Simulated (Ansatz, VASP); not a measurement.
## One calculation of KI, two programs

```
K I
1.0
     4.29120    0.00000    0.00000
     0.00000    4.29120    0.00000
     0.00000    0.00000    4.29120
K I
1 1
Direct
  0.00000 0.00000 0.00000
  0.50000 0.50000 0.50000
```

Measurements of this composition are mostly on another form, of space group No. 225.

Alike in both runs: task relaxation of cell and atoms; functional PBE; k mesh 6 × 6 × 6; occupations gaussian, width 0.02 eV; no spin polarisation.

|  | VASP | Ansatz |
| --- | --- | --- |
| version | VASP 6.6.1 | Ansatz 0.2.0 |
| potentials or method | VASP PAW PBE potentials, release 64 (K_sv, I) | scalar-relativistic, plane waves, PAW |
| plane-wave cutoff (eV) | 600 | 420 |
| valence electrons in the cell | 16 | 26 |

|  | VASP | Ansatz | Ansatz less VASP |
| --- | --- | --- | --- |
| gap on the k mesh at the Fermi level, each at its own relaxed structure (eV) | 3.24 | 3.25 | +0.012 |
| relaxed volume (Å³/atom) | 41.02 | 40.87 | -0.151 |
| relaxed cell length with the largest relative difference (Å) | 4.345 | 4.340 | -0.0053 |
| energy change over the relaxation (meV/atom) | -2 | -2 | +0.3 |

The two sets of potentials don't hold the same shells in valence.

Caveats: spin-orbit coupling is left out, which moves the levels of the heavy elements. A k mesh can miss the band edges. A hybrid or GW would open this gap; PBE tends to underestimate it.
